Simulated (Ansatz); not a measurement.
The system is HgTe (Coloradoite).

```xyz
2
Lattice="0.0000 3.2145 3.2145 3.2145 0.0000 3.2145 3.2145 3.2145 0.0000" Properties=species:S:1:pos:R:3 pbc="T T T"
Hg    0.0000    0.0000    0.0000
Te    4.8217    4.8217    4.8217
```

* Program: Ansatz 0.2.0
* Task: relaxation of cell and atoms
* Functional: B3LYP
* Potentials or basis: Ansatz PAW
* Cutoff: 420 eV (not typed: the program's choice for these potentials)
* k mesh: 4 × 4 × 4
* Occupations: fermi-dirac, width 0.05 eV
* Spin: no spin polarisation

At the start: volume 33.22 Å³/atom.

**Question.** How do energy, volume and symmetry change on relaxing?

**Answer.** It ends after 6 steps and the volume is 38.14 Å³/atom (+14.8 %); space group F-43m (No. 216, to 0.05 Å).

Step by step:
```
step  energy change (eV)  largest force (eV/Å)  volume (Å³)
   1              0.0000                0.0000        66.43
   2             -0.1678                0.0000        76.63
   3             -0.1680                0.0000        76.40
   4             -0.1709                0.0000        76.40
   5             -0.1709                0.0000        76.28
   6             -0.1709                0.0000        76.28
```

Final structure:
```xyz
2
Lattice="0.0000 3.3661 3.3661 3.3661 0.0000 3.3661 3.3661 3.3661 0.0000" Properties=species:S:1:pos:R:3 pbc="T T T"
Hg    0.0000    0.0000    0.0000
Te    5.0492    5.0492    5.0492
```

Caveat: the k mesh is coarse (spacing up to 0.42 Å⁻¹), so the values aren't converged, least of all with exact exchange; the plane-wave basis is chosen anew once the cell has moved, so the energies of steps on either side of that aren't comparable; the volume moved by +15 % from the deposited cell, more than functionals usually miss; the PAW data sets come from PBE, with cores solved anew for the run's functional, which leaves a small shift of forces and pressure.
